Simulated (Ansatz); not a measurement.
input.yaml

```yaml
crystal:
  lattice:
    - [5.1615280385, 0.0, 0.0]
    - [-2.5807640193, 4.4700144037, 0.0]
    - [0.0, 0.0, 8.3104462961]
  atoms:
    - { symbol: Rb, position: [0.33333333, 0.66666667, 0.25] }
    - { symbol: Rb, position: [0.66666667, 0.33333333, 0.75] }
basis:
  ecutwfc: 420
kpoints:
  mp_grid: { grid: [9, 9, 6] }
hamiltonian:
  xc: pbesol
scf:
  occupations: { method: gaussian, width: 0.1 }
output:
  forces: true
  stress: true
  eigenvalues: true
```

Run as
```bash
ansatz run input.yaml --threads 1 --pin off --max-ram 1331MiB --backend cpu --events-out ev --progress --plain --runs-dir out
```

These are results of DFT PBEsol, scalar-relativistic, plane waves, PAW in Ansatz, not measurements.

Abridged output:

```
Pseudopotentials: kind: paw
Pseudopotential: Rb, paw, valence charge 9, recommended cutoff 420 eV (normal)
Functional definition: PBEsol
Crystal: 2 atoms, lattice volume = 191.739 Å³
Basis set: ecut = 420 eV, 3729 PW (Γ), exchange–correlation on 72×72×120 points (8 copies of the dense FFT grid, shifted against one another)
Bands: 13, of which v1, the nominal top of the filled ones, is band 9 counted from 1 (8 counted from 0)
Symmetry: 24 space group operations
Space group: P63/mmc (ITA 194), of the structure as read, at distance tolerance 5.8e-5 Å
k-points: 48 of 486
Initial density: superposition of atomic densities (neutral atoms: chi_scale 0, normalization atom), corrected by the library's trained network
Initial wavefunctions: pseudopotential atomic-orbital guess
Functional: x = pbesol(κ = 0.804, μ = 0.12345679), c = pbesol(β = 0.046)
SCF iter   1: F=—  HF=-6433.973188 eV  |F-HF|=—  |Δ(HF+E_count)|=         —  Δρ=6.42e-4  dr2=5.32e-4  ethr=1.77e-3  ⟨swp⟩=7.4  Hψ=4155  notcnv=0
SCF iter   2: F=—  HF=-6433.973890 eV  |F-HF|=—  |Δ(HF+E_count)|=   7.02e-4  Δρ=2.72e-4  dr2=1.92e-4  ethr=2.95e-6  ⟨swp⟩=3.0  Hψ=1624  notcnv=0
SCF iter   3: F=—  HF=-6433.973931 eV  |F-HF|=—  |Δ(HF+E_count)|=   4.02e-5  Δρ=9.73e-5  dr2=5.79e-5  ethr=1.07e-6  ⟨swp⟩=1.8  Hψ=882  notcnv=0
SCF iter   4: F=—  HF=-6433.973892 eV  |F-HF|=—  |Δ(HF+E_count)|=   3.81e-5  Δρ=3.41e-5  dr2=5.73e-6  ethr=3.22e-7  ⟨swp⟩=1.0  Hψ=620  notcnv=0
SCF iter   5: F=—  HF=-6433.973894 eV  |F-HF|=—  |Δ(HF+E_count)|=   1.07e-6  Δρ=1.36e-5  dr2=2.24e-7  ethr=3.18e-8  ⟨swp⟩=1.3  Hψ=697  notcnv=0
SCF iter   6: F=-6433.973894 eV  HF=-6433.973894 eV  |F-HF|=8.28e-9  |Δ(HF+E_count)|=   1.65e-7  Δρ=1.47e-6  dr2=5.81e-9  ethr=5.56e-10  ⟨swp⟩=6.7  Hψ=3408  notcnv=0
SCF 1 converged in 6 iterations: F = -6433.973894 eV  dr2 = 5.81e-9
SCF converged after 6 iterations
Free energy (F): -6433.973894 eV
Harris-Foulkes:  -6433.973894 eV  (|F-HF|=8.28e-9)
Internal energy: -6433.962683 eV  (E = F + TS)
E sigma→0 (E₀):  -6433.968289 eV
Entropy (-TS):   -0.011210 eV (-5.605 meV/atom)
Fermi energy:    1.681101 eV
--- Per-component energies (eV) ---
  E_band       = -242.478490
  E_kinetic    = 381.360946
  E_local      = -1442.309538  (includes V_loc(G=0)·N_el)
  E_nonlocal   = 350.160177
  E_hartree    = 406.373816
  E_xc         = -255.252625
  E_vxc        = -268.196243  (∫ρ·V_xc dr)
  E_paw        = -5138.532420  (= ΣΔE_a)
  E_vpaw       = -76.242840  (= ΣTr[D̂ρ^β])
  E_aug_tail   = -0.000002  (compensation charges beyond the density's cutoff)
  E_ewald      = -736.010378
  E_core_change = 0.247341  (= ΣΔE_core)
  E_smearing   = -0.011210  (= −TS)
--- Forces (eV/Å), atoms counted from 1 ---
  atom   1  Rb     0.00000000     0.00000000     0.00000000
  atom   2  Rb     0.00000000     0.00000000     0.00000000
--- Stress (GPa, compression-positive) ---
       -0.279486       0.000000       0.000000
        0.000000      -0.279486       0.000000
        0.000000       0.000000      -0.179134
  P = ⅓ Tr σ = -0.2460 GPa (-2.460 kbar)
--- Band table (eV; the first three rows and the last of 48) ---
  k-point 0: bands = ["-27.2130", "-27.2099", "-11.3437", "-11.2753", "-11.2753", "-11.2633", "-11.2633", "-11.2619", "-0.2385", "1.8417", "2.3348", "5.0752", "5.0752"]
  k-point 1: bands = ["-27.2128", "-27.2101", "-11.3384", "-11.2745", "-11.2745", "-11.2675", "-11.2641", "-11.2641", "-0.1629", "1.4243", "2.7732", "5.0483", "5.0568"]
  k-point 2: bands = ["-27.2122", "-27.2107", "-11.3236", "-11.2827", "-11.2723", "-11.2723", "-11.2663", "-11.2663", "0.0596", "0.8836", "3.3873", "4.5887", "5.0496"]
  k-point 47: bands = ["-27.2094", "-27.2094", "-11.3266", "-11.3266", "-11.3090", "-11.3090", "-11.2770", "-11.2770", "2.7164", "2.7164", "2.8687", "2.8687", "2.8985"]
```

The calculation finished and met its thresholds.